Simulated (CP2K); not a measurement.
Runs of CP2K 2026.2 on ZrC. Symmetry: Fm-3m, No. 225, cubic system. Conventional cell: a = 4.730 Å, b = 4.730 Å, c = 4.730 Å, α = 90.00°, β = 90.00°, γ = 90.00°. Zr (site symmetry m-3m) is surrounded by 6 C at 2.36 to 2.37 Å. C (site symmetry m-3m) has 6 Zr at 2.36 to 2.37 Å as nearest neighbours. 

```csv
level,potentials or basis,smearing,EPS_DEFAULT,NGRIDS,points a segment of the path (NPOINTS),bands added on the path,CUTOFF of the grids,gap on the mesh (eV),pressure (GPa)
r2SCAN,"POTENTIAL_UZH Zr GTH-SCAN-q12, C GTH-SCAN-q4; TZVP-MOLOPT-SCAN-GTH basis",fermi-dirac 0.01 eV,1.0E-9,5,6,4,700 Ry,none,-0.8
LDA,"GTH_POTENTIALS Zr GTH-PADE-q12, C GTH-PADE-q4; TZVP-MOLOPT-PBE-GTH basis",fermi-dirac 0.1 eV,1.0E-10,5,10,2,450 Ry,none,-12.9
PBE,"POTENTIAL_UZH Zr GTH-PBE-q12, C GTH-PBE-q4; TZVP-MOLOPT-PBE-GTH basis",fermi-dirac 0.01 eV,1.0E-9,5,10,6,450 Ry,none,(a)
PBEsol,"POTENTIAL_UZH Zr GTH-PBE-q12, C GTH-PBE-q4; TZVP-MOLOPT-PBE-GTH basis",fermi-dirac 0.0259 eV,1.0E-9,4,6,6,450 Ry,none,-5.8
```

Alike in all rows: task band structure; no spin polarisation; cell as given; k mesh 10 × 10 × 10.

Fill in the values left out.

(a) -1.0.

Caveats: the basis of atomic orbitals isn't converged, which shifts pressures, moduli and gaps; the potentials were made for another functional, which shifts forces and pressure (some runs).

A k mesh can miss the band edges, and the runs leave out spin-orbit coupling on Zr.

A gap of «none» marks a metal or a gap under the smearing width.
